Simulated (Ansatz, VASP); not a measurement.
## HfN: VASP beside Ansatz

```xyz
2
Lattice="0.0000 2.3566 2.2584 2.3566 0.0000 2.2584 2.3566 2.3566 0.0000" Properties=species:S:1:pos:R:3 pbc="T T T"
Hf    0.0000    0.0000    0.0000
N     3.5349    3.5349    3.3877
```

Change from the starting cell: strain -0.040 along x and y, -0.080 along z, atoms carried along.

Alike in both runs: task single point; functional PBEsol; k mesh 16 × 16 × 16; occupations gaussian, width 0.15 eV; no spin polarisation.

|  | VASP | Ansatz |
| --- | --- | --- |
| version | VASP 6.6.1 | Ansatz 0.2.0 |
| potentials or method | VASP PAW PBE potentials, release 64 (Hf_pv, N) | scalar-relativistic, plane waves, PAW |
| plane-wave cutoff (eV) | 520 | 420 |
| valence electrons in the cell | 15 | 31 |

Ansatz gave:

* gap on the k mesh at the Fermi level (eV): none
* pressure (GPa): 37.1
* largest component of the traceless stress (GPa): 3.47

Question: Which values does VASP return?

Answer: gap on the k mesh at the Fermi level (eV): none; pressure (GPa): 36.9; largest component of the traceless stress (GPa): 3.39.

A gap of «none» marks a metal or a gap that the smearing closes. The two sets of potentials don't hold the same shells in valence.

Caveats: so large a pressure means that the cell lies far from this level's equilibrium, or that cutoff or potentials fall short (VASP); the potentials were made for another functional, which shifts forces and pressure (VASP). The runs have no spin-orbit coupling, so splittings on Hf are missing.
